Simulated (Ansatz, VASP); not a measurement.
## Two plane-wave programs on Ba

```
Ba
1.0
    -2.50650    2.50650    2.50650
     2.50650   -2.50650    2.50650
     2.50650    2.50650   -2.50650
Ba
1
Direct
  0.00000 0.00000 0.00000
```

Alike in both runs: functional PBE; k mesh 12 × 12 × 12; occupations gaussian, width 0.1 eV; no spin polarisation.

Ansatz relaxed the structure, and its values are those at the end. VASP's run is a single point on that final structure, the one shown.

|  | VASP | Ansatz |
| --- | --- | --- |
| version | VASP 6.6.1 | Ansatz 0.2.0 |
| potentials or method | VASP PAW PBE potentials, release 64 (Ba_sv) | scalar-relativistic, plane waves, PAW |
| plane-wave cutoff (eV) | 520 | 420 |
| valence electrons in the cell | 10 | 10 |

Ansatz gave:

* gap on the k mesh at the Fermi level (eV): none
* pressure (GPa): 0.0

Q: Which values does VASP return?

A: gap on the k mesh at the Fermi level (eV): none; pressure (GPa): 0.1.

A gap of «none» marks a metal or a gap that the smearing closes.

Spin-orbit coupling is left out, which matters for the levels of Ba.
